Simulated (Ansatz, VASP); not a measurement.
# Two plane-wave programs on CdS

```
Cd S
1.0
     4.26117    0.00000    0.00000
    -2.13058    3.69028    0.00000
     0.00000    0.00000    5.80417
Cd S
1 1
Direct
  0.00000 0.00000 0.44269
  0.66667 0.33333 0.43431
```

Measurements of this composition are mostly on another form, of space group No. 186.

Alike in both runs: task single point; functional PBEsol; k mesh 6 × 6 × 4; occupations gaussian, width 0.1 eV; no spin polarisation.

|  | VASP | Ansatz |
| --- | --- | --- |
| version | VASP 6.6.1 | Ansatz 0.2.0 |
| potentials or method | VASP PAW PBE potentials, release 64 (Cd, S) | scalar-relativistic, plane waves, PAW |
| plane-wave cutoff (eV) | 520 | 420 |
| valence electrons in the cell | 18 | 26 |

```tsv
	VASP	Ansatz	Ansatz less VASP
gap on the k mesh at the Fermi level (eV)	1.42	1.41	-0.003
least direct gap on the mesh (eV)	1.42	1.42	-0.003
pressure (GPa)	-1.3	-1.5	-0.19
largest component of the traceless stress (GPa)	1.29	1.49	+0.208
rms of the force components (eV/Å)	0.008	0.010	+0.0019
```

Atom by atom the forces differ by 0.002 eV/Å (rms over components). The functional is the same, so the differences come from potentials, cutoffs and numerics. The two sets of potentials don't hold the same shells in valence.

Caveats: the PAW data sets were made with another functional, which shifts forces and pressure a little (VASP). A k mesh can miss the band edges. As with any semilocal functional, this PBEsol gap is likely too small.
